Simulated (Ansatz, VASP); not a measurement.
**One calculation of TaSi, two programs**

```xyz
2
Lattice="0.0000 2.5795 2.5795 2.5795 0.0000 2.5795 2.5795 2.5795 0.0000" Properties=species:S:1:pos:R:3 pbc="T T T"
Ta    0.0000    0.0000    0.0000
Si    2.5795    2.5795    2.5795
```

Alike in both runs: functional PBE; k mesh 13 × 13 × 13; occupations fermi-dirac, width 0.05 eV; no spin polarisation.

Ansatz relaxed the structure, and its values are those at the end. VASP's run is a single point on that final structure, the one shown.

```csv
,VASP,Ansatz
version,VASP 6.6.1,Ansatz 0.2.0
potentials or method,"VASP PAW PBE potentials, release 64 (Ta_pv, Si), cutoff 520 eV","all-electron LAPW, scalar-relativistic"
```

Ansatz gave:

* pressure (GPa): -0.9

Q: What did VASP give for the same quantities?

A: Pressure (GPa): -0.8.

Ansatz ran all-electron here, so the differences hold the error of VASP's frozen core and of both bases.

The runs have no spin-orbit coupling, so splittings on Ta are missing.
